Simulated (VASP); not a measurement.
# GaN (P6_3mc) in VASP: notebook, part 2 of 2

VASP 6.6.1. Earlier steps stand in the parts before.

### 4 Relaxation of cell and atoms, r2SCAN

INCAR reads:

```
SYSTEM = GaN
PREC     = Accurate       ! precision mode
ENCUT    = 600            ! plane-wave cutoff, eV
EDIFF    = 1E-7           ! SCF threshold, eV
ISMEAR   = 0              ! smearing method
SIGMA    = 0.02           ! smearing width, eV
LREAL    = .False.        ! projectors in reciprocal space
LASPH    = .True.         ! aspherical terms in the spheres
NELM     = 60             ! most SCF steps
ALGO     = Normal         ! electronic algorithm
ISIF     = 3              ! what is computed and relaxed
LWAVE    = .False.        ! write WAVECAR
LCHARG   = .False.        ! write CHGCAR
METAGGA  = R2SCAN         ! meta-GGA
LMIXTAU  = .True.       
IBRION   = 2              ! ionic algorithm
NSW      = 40             ! ionic steps
EDIFFG   = -0.01          ! ionic threshold
```

KPOINTS reads:

```
Automatic mesh
0
Gamma
  9 9 5
  0 0 0
```

POSCAR reads:

```
GaN
1.0
    3.2051936900      0.0000000000      0.0000000000
   -1.6025968500      2.7757791500      0.0000000000
    0.0000000000      0.0000000000      5.1397984600
Ga N
2 2
Direct
    0.6666666700      0.3333333300      0.4992870000
    0.3333333300      0.6666666700      0.9992870000
    0.6666666700      0.3333333300      0.8807130000
    0.3333333300      0.6666666700      0.3807130000
```

Started as:

```sh
$ cat potpaw_PBE.64/Ga_d/POTCAR potpaw_PBE.64/N/POTCAR > POTCAR
$ mpirun -np 1 vasp_std > vasp.out
```

Wall time 9.3 min (1 thread of Intel Xeon Platinum 8488C (Sapphire Rapids), shared host); peak memory 0.22 GiB.

It converged, with:

```yaml
Free_energy: -43.8233 eV
Relaxed_volume: 11.43 Å³/atom
Relaxed_cell: a = 3.189 Å, b = 3.189 Å, c = 5.193 Å, α = 90.00°, β = 90.00°, γ = 120.00°
Space_group_after_relaxing_to_0.05_Å: P6_3mc (No. 186)
Energy_gained_by_relaxing: 2.1 meV/atom
Ionic_steps: 5
Pressure_after_relaxing: 0.0 GPa
Band_gap_on_the_k_mesh: 2.31 eV, direct
```

Step by step:
| step | energy change (eV) | largest force (eV/Å) | pressure (GPa) | volume (Å³) |
| --- | --- | --- | --- | --- |
| 1 | 0.0000 | 0.1301 | 0.05 | 45.73 |
| 2 | -0.0070 | 0.0993 | -0.04 | 45.75 |
| 3 | -0.0076 | 0.0872 | -0.07 | 45.75 |
| 4 | -0.0079 | 0.0623 | 0.03 | 45.72 |
| 5 | -0.0082 | 0.0005 | -0.02 | 45.74 |

Final structure:
```
CELL_PARAMETERS angstrom
3.18907 0.00000 0.00000
-1.59454 2.76182 0.00000
0.00000 0.00000 5.19279
ATOMIC_POSITIONS crystal
Ga 0.66667 0.33333 0.50160
Ga 0.33333 0.66667 0.00160
N 0.66667 0.33333 0.87840
N 0.33333 0.66667 0.37840
```

Levels at points of the mesh, in eV from the valence-band top:
```csv
k point,band 16,band 17,band 18,band 19,band 20,band 21
"(0.00, 0.00, 0.00)",-0.04,0.00,0.00,2.31,4.78,9.93
```

Caveat: the PAW data sets were made with another functional, which shifts forces and pressure a little. r2SCAN opens gaps a little over a GGA but as a rule still falls short of measured ones.

### 5 Relaxation of cell and atoms, PBEsol

INCAR reads:

```
PREC     = Accurate       # precision mode
ENCUT    = 200            # plane-wave cutoff, eV
EDIFF    = 1E-6           # SCF threshold, eV
ISMEAR   = 0              # smearing method
SIGMA    = 0.02           # smearing width, eV
LREAL    = F              # projectors in reciprocal space
LASPH    = T              # aspherical terms in the spheres
NELM     = 60             # most SCF steps
ALGO     = Normal         # electronic algorithm
ISIF     = 3              # what is computed and relaxed
LWAVE    = F              # write WAVECAR
LCHARG   = F              # write CHGCAR
GGA      = PS             # functional
IBRION   = 2              # ionic algorithm
NSW      = 40             # ionic steps
EDIFFG   = -0.005         # ionic threshold
```

KPOINTS reads:

```
regular mesh
0
Gamma
  9 9 5
```

POSCAR is that of step 4.

Started as:

```sh
$ cat potpaw_PBE.64/Ga_d/POTCAR potpaw_PBE.64/N/POTCAR > POTCAR
$ mpirun -np 1 vasp_std > vasp.out
```

Wall time 95 s (1 thread of Intel Xeon Platinum 8259CL at 2.50GHz (Skylake/Cascade Lake), shared host); peak memory 0.13 GiB.

The run converged, but a check on its numbers failed (symmetry, net force, bounds or a known fault of this set-up), so they aren't taken as properties of the crystal.

Caveat: the cutoff lies under the usual one of these potentials, so the numbers hold a large basis-set error; the volume moved by over 15 % at a fixed basis, so the end points are rough; the PAW data sets were made with another functional, which shifts forces and pressure a little.

### 6 Relaxation of cell and atoms, LDA

INCAR reads:

```
PREC     = Accurate       # precision mode
ENCUT    = 300            # plane-wave cutoff, eV
EDIFF    = 1E-7           # SCF threshold, eV
ISMEAR   = 0              # smearing method
SIGMA    = 0.02           # smearing width, eV
LREAL    = False          # projectors in reciprocal space
LASPH    = True           # aspherical terms in the spheres
NELM     = 60             # most SCF steps
ALGO     = Normal         # electronic algorithm
ISIF     = 3              # what is computed and relaxed
LWAVE    = False          # write WAVECAR
LCHARG   = False          # write CHGCAR
IBRION   = 2              # ionic algorithm
NSW      = 40             # ionic steps
EDIFFG   = -0.02          # ionic threshold
```

KPOINTS reads:

```
regular mesh
0
Gamma
  5 5 3
```

POSCAR is that of step 5.

Potentials or basis: VASP PAW LDA potentials, release 64 (Ga_d, N).

Started as:

```sh
$ cat potpaw_LDA.64/Ga_d/POTCAR potpaw_LDA.64/N/POTCAR > POTCAR
$ mpirun -np 1 vasp_std > vasp.out
```

OUTCAR:

```text
PREC = Accurate
   ENCUT = 300
   EDIFF = 1E-7
   ISMEAR = 0
   LREAL = False
   LASPH = True
   NELM = 60
   ISIF = 3
   IBRION = 2
   NSW = 40
   EDIFFG = -0.02

 ion  position               nearest neighbor table
   1  0.667  0.333  0.499-   4 1.95   4 1.95   4 1.95   3 1.96
   2  0.333  0.667  0.999-   3 1.95   3 1.95   3 1.95   4 1.96
   3  0.667  0.333  0.881-   2 1.95   2 1.95   2 1.95   1 1.96
   4  0.333  0.667  0.381-   1 1.95   1 1.95   1 1.95   2 1.96

  LATTYP: Found a hexagonal cell.
 ALAT       =     3.2051936900
 C/A-ratio  =     1.6035843562

  Lattice vectors:

 A1 = (   3.2051936900,   0.0000000000,   0.0000000000)
 A2 = (  -1.6025968500,   2.7757791500,   0.0000000000)
 A3 = (   0.0000000000,   0.0000000000,   5.1397984600)

Analysis of symmetry for initial positions (statically):
=====================================================================
 Subroutine PRICEL returns:
 Original cell was already a primitive cell.

 Routine SETGRP: Setting up the symmetry group for a
 hexagonal supercell.

 Subroutine GETGRP returns: Found 12 space group operations
 (whereof  6 operations were pure point group operations)
 out of a pool of 24 trial point group operations.

The static configuration has the point symmetry C_3v.
 The point group associated with its full space group is C_6v.

Analysis of symmetry for dynamics (positions and initial velocities):
=====================================================================
 Subroutine PRICEL returns:
 Original cell was already a primitive cell.

 Routine SETGRP: Setting up the symmetry group for a
 hexagonal supercell.

 Subroutine GETGRP returns: Found 12 space group operations
 (whereof  6 operations were pure point group operations)
 out of a pool of 24 trial point group operations.

The dynamic configuration has the point symmetry C_3v.
 The point group associated with its full space group is C_6v.
[... 96 lines left out ...]
   POTIM  = 0.5000    time-step for ionic-motion
   TEBEG  =    0.0;   TEEND  =   0.0 temperature during run
   PSTRESS=    0.0 pullay stress
   NELECT =      36.0000    total number of electrons
   NUPDOWN=      -1.0000    fix difference up-down
   EMIN   =  10.00;   EMAX   =-10.00  energy-range for DOS
   EFERMI =   0.00;   METHOD = LEGACY
   ISMEAR =     0;   SIGMA  =   0.02  broadening in eV -4-tet -1-fermi 0-gaus
   EFERMI_NEDOS =   21; number of points for ismear=-14 and -15
   IALGO  =     38    algorithm
   IMIX   =      4    mixing-type and parameters
     AMIX     =   0.40;   BMIX     =  1.00
     AMIX_MAG =   1.60;   BMIX_MAG =  1.00
  volume/ion in A,a.u.               =      11.43        77.15
  Fermi-wavevector in a.u.,A,eV,Ry     =   1.511636  2.856578 31.089905  2.285044
  Thomas-Fermi vector in A             =   2.621667
   LORBIT       =      0    0 simple, 1 ext, 2 COOP (PROOUT), +10 PAW based schemes
   GGA     = CA    functional components
   LHFCALC =     F    Hartree Fock is set to
   AEXX    =    0.0000 exact exchange contribution
   IVDW    =     0    specifies the selected vdW correction
   LEPSILON=     F    determine dielectric tensor
   LRPA    =     F    only Hartree local field effects (RPA)
 conjugate gradient relaxation of ions
 non-spin polarized calculation
 Gauss-broadening in eV      SIGMA  =   0.02
  energy-cutoff  :      300.00
  volume of cell :       45.73
 maximum number of plane-waves:       554
 NGX is ok and might be reduce to    18
   NGX =  9   NGY =  9   NGZ = 15

--------------------------------------- Ionic step        1  -------------------------------------------

 number of electron      36.0000076 magnetization

 Free energy of the ion-electron system (eV)
  ---------------------------------------------------
  ext. energy  EPLUGINS =         0.00000000
  ---------------------------------------------------
  free energy    TOTEN  =       -27.89509466 eV

  energy without entropy =      -27.89509466  energy(sigma->0) =      -27.89509466

------------------------ aborting loop because EDIFF is reached ----------------------------------------

  FORCE on cell =-STRESS in cart. coord.  units (eV):
  Direction    XX          YY          ZZ          XY          YZ          ZX
  --------------------------------------------------------------------------------------
  -------------------------------------------------------------------------------------
  Total       -7.4316197     -7.4316197     -6.4390745      0.0000000      0.0000000      0.0000000
  in kB     -260.3806959   -260.3806941   -225.6050167      0.0000005      0.0000000      0.0000000
  external PRESSURE =    -248.7888022 kB  Pullay stress =       0.0000000 kB
[... 291 lines left out ...]
--------------------------------------- Ionic step        9  -------------------------------------------

 number of electron      35.9999978 magnetization

 Free energy of the ion-electron system (eV)
  ---------------------------------------------------
  ext. energy  EPLUGINS =         0.00000000
  ---------------------------------------------------
  free energy    TOTEN  =       -28.24791650 eV

  energy without entropy =      -28.24791650  energy(sigma->0) =      -28.24791650

 E-fermi :   6.2980     XC(G=0): -12.6357

 val. band max:        6.1967148676   @ k =   0.0000   0.0000   0.0000
 cond. band min:       8.6774141793   @ k =   0.0000   0.0000   0.0000
 fundamental gap:      2.4806993118
 Fermi energy:         6.2980127410

 k-point     1 :       0.0000    0.0000    0.0000
  band No.  band energies     occupation
      1     -10.5931      2.00000
      2      -9.3800      2.00000
      3      -7.4793      2.00000
      4      -7.4596      2.00000
      5      -7.4596      2.00000
      6      -7.3777      2.00000
[... 270 lines left out ...]
  FREE ENERGIE OF THE ION-ELECTRON SYSTEM (eV)
  ---------------------------------------------------
  free  energy   TOTEN  =       -28.2479165044 eV

  energy  without entropy=      -28.2479165044  energy(sigma->0) =      -28.24791650

 reached required accuracy - stopping structural energy minimisation
```

It took 43 s on 1 thread of Intel Xeon Platinum 8488C (Sapphire Rapids), shared host; peak memory 0.12 GiB.

The run converged, but a check on its numbers failed (symmetry, net force, bounds or a known fault of this set-up), so they aren't taken as properties of the crystal.

Caveat: the k mesh is coarse (spacing up to 0.45 Å⁻¹), so the values aren't converged; the cutoff lies under the usual one of these potentials, so the numbers hold a large basis-set error.
